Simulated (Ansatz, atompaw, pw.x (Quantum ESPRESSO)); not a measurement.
zirconium: does the PAW (atompaw) potential hold in the solid?

```
Element                 : zirconium
Generator               : atompaw 4.2.0.5
Type                    : PAW
Functional              : PBEsol
Relativity              : scalar-relativistic
Frozen core             : [Ar] 3d10
Valence charge          : 12
Reference configuration : 4s2 4p6 4d2 5s2 5p0
Partial waves           : 4s (bound): rc 1.60 bohr; 5s (bound): rc 2.35 bohr; 4p (bound): rc 1.80 bohr; 5p (bound, empty): rc 2.35 bohr; 4d (bound): rc 1.80 bohr; 4d channel at 0.25 Ry: rc 1.80 bohr
Local potential         : bessel scheme, radius 2.22 bohr
Core correction         : smooth core density matched at 1.40 bohr
Augmentation charge     : sinc compensation charge, radius 1.95 bohr; PAW radius 2.35 bohr; waves and projectors: custom rrkj vanderbiltortho
```

Atomic tests: cutoffs needed: 30 Ry and 45 Ry (the cutoffs (Ry, on a coarse ladder) from which the occupation-weighted sum of valence levels, in a spherical-Bessel basis at the reference potential, stays within 10 and 1 mRy of its value at 400 Ry); ghost test: no extra level below or beside the all-electron valence levels (s, p, d, f tested) (spherical-Bessel basis up to 400 Ry, 20 bohr box); lowest eigenvalue of the overlap operator: 0.08 (s channel).

Crystal test: bcc Zr in pw.x 7.5, no spin, 13³ k-points, Fermi–Dirac smearing 0.01 Ry, cutoffs 55/550 Ry. The reference is all-electron LAPW (Ansatz 0.2.0) with the same functional, mesh and smearing; V0 and B0 come from Birch–Murnaghan fits to the pressures at five volumes. Errors are pseudo minus all-electron; Δ is the rms difference of the E(V) curves that follow from these fits, minima aligned, over ±6 % about the mean V0. Mesh and smearing are coarse, so the numbers serve the comparison and aren't converged zero-temperature values; the lattice is a test structure that the element need not adopt.

| V (Å³/atom) | P all-electron (GPa) | P pseudo (GPa) |
| --- | --- | --- |
| 21.067 | 4.13 | 5.21 |
| 21.622 | 1.50 | 2.46 |
| 22.176 | -0.86 | -0.01 |
| 22.730 | -2.98 | -2.21 |
| 23.285 | -4.88 | -4.19 |

All-electron: a0 = 3.529 Å (V0 = 21.97 Å³/atom), B0 = 92.2 GPa.

Pseudopotential: mean pressure error (GPa): +0.87; a0 (Å): 3.540; a0 error (%): +0.31; B0 error (%): +1.1; Δ (meV/atom): 4.3.

At the middle volume, how do free energy and pressure move when the wave cutoff is lowered (ecutrho held at 550 Ry)?

```csv
cutoff (Ry),shift of F (meV/atom),shift of P (GPa)
25,+169.0,-6.84
33,+37.5,-0.53
44,+7.6,-0.21
```

The run at the middle volume (84 k-points, 8 iterations) took about 19 s on one core of a shared host (Intel(R) Xeon(R) Platinum 8488C, 96 threads, 744 GiB, load 41).
